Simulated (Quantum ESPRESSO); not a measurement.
**AlN under changes of volume**

One of the cells (9.946 Å³/atom); the others are scaled copies at fixed shape and fractional positions:

```
Al N
1.0
     3.31212    0.00000    0.00000
    -1.65606    2.86838    0.00000
     0.00000    0.00000    4.18756
Al N
2 2
Direct
  0.66667 0.33333 0.25000
  0.33333 0.66667 0.75000
  0.66667 0.33333 0.75000
  0.33333 0.66667 0.25000
```

Measurements of this composition are mostly on another form, of space group No. 186.

* Program: Quantum ESPRESSO 7.5
* Functional: PBE
* Potentials or basis: SSSP 1.3 efficiency PBE
* Cutoff: 816 eV
* Density cutoff: 6531 eV
* k mesh: 9 × 9 × 7
* Occupations: fermi-dirac, width 0.05 eV
* Spin: no spin polarisation

```csv
volume (Å³/atom),energy over the lowest point (meV/atom),pressure (GPa),gap on the mesh (eV)
9.349,27.99,15.0,3.73
9.548,12.48,9.6,3.58
9.747,?,?,?
9.946,0.00,0.3,3.27
10.145,1.88,-3.7,3.12
10.344,8.49,-7.3,2.98
10.543,19.38,-10.6,2.83
```

Problem. What does the run at 9.747 Å³/atom give?

Solution. Energy over the lowest point 3.36 meV/atom; pressure 4.7 GPa; gap on the mesh 3.42 eV.

Worked out: A Birch-Murnaghan fit of order 3 (a polynomial in V^(-2/3)) to the other rows has its minimum at 9.97 Å³/atom with B0 = V·E''(V) = 208 GPa and B' = 4.0 at fixed shape and positions, which overstates the stiffness. It gives 3.35 meV/atom at 9.747 Å³/atom, against the run's 3.36, and -dE/dV = 4.9 GPa, against 4.7. A straight line through the other rows of the gap, of slope -7.49 eV per unit of ln V (its deformation potential), gives 3.42 eV, against the run's 3.42.

Energies are extrapolated to zero smearing.

Caveats: an odd mesh through Γ misses points on the zone boundary, where band edges often lie (some runs).
